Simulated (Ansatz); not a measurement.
## Strain and the gap of LiCl (h-MgO type)

LiCl in the h-MgO-type structure, relaxed with r2SCAN in Ansatz. It is hexagonal, P6_3/mmc (No. 194); conventional cell a = 4.162 Å, c = 5.233 Å, 19.62 Å³ an atom. Li is surrounded by 5 Cl at 2.40–2.62 Å; Cl is surrounded by 5 Li at 2.40–2.62 Å.

The axes x, y and z are those of this cell:
```
Li Cl
1.0
     4.16187    0.00000    0.00000
    -2.08094    3.60429    0.00000
     0.00000    0.00000    5.23255
Li Cl
2 2
Direct
  0.33333 0.66667 0.25000
  0.66667 0.33333 0.75000
  0.66667 0.33333 0.25000
  0.33333 0.66667 0.75000
```

Unstrained: With PBE the gap is 5.652 eV and direct, at Γ. With r2SCAN the gap is 6.297 eV and direct, at Γ. With HSE06 the gap is 6.946 eV and direct, at Γ. Meshes: PBE 12×12×6, r2SCAN 12×12×6, HSE06 6×6×4. Strains are changes of length per length. After each strain the atoms were relaxed again with r2SCAN within the symmetry that the strain leaves, so tilts or polar shifts that break it weren't tested; points keep the names that they have in the unstrained zone. Values at 0 K without nuclear motion; spin polarisation is off, and the phase may be a hypothetical one.

Changes of the least gap in eV (an overlap counts as a negative gap):

| strain | volume change (%) | space group | PBE | r2SCAN | HSE06 | energy rise, r2SCAN (meV/atom) |
| --- | --- | --- | --- | --- | --- | --- |
| epitaxial -4.92 % in the xy plane, free normal strain +4.94 % | -5.1 | P6_3/mmc | +0.122 | +0.152 | +0.137 | 18.8 |
| uniaxial -2.13 % along z | -2.1 | P6_3/mmc | +0.099 | +0.094 | +0.101 | 1.4 |

Epitaxial -4.92 % in the xy plane, free normal strain +4.94 %. HSE06: the gap goes from 6.946 to 7.083 eV (+0.137 eV); with r2SCAN the top three valence levels at Γ, grouped 1+2 from the top over 627 meV, become 1+2 over 819 meV. Stress change with r2SCAN, compression positive: xx +3.49, yy +3.49, zz -0.01 GPa.

Uniaxial -2.13 % along z, other directions held. HSE06: the gap goes from 6.946 to 7.047 eV (+0.101 eV); with r2SCAN the top three valence levels at Γ, grouped 1+2 from the top over 627 meV, become 1+2 over 593 meV. Stress change with r2SCAN, compression positive: xx +0.42, yy +0.42, zz +1.07 GPa.

The meshes of the hybrids are coarse, so their gaps aren't converged to the digits shown.

The splittings at Γ are without spin-orbit coupling, which regroups them where it is of like size or larger.
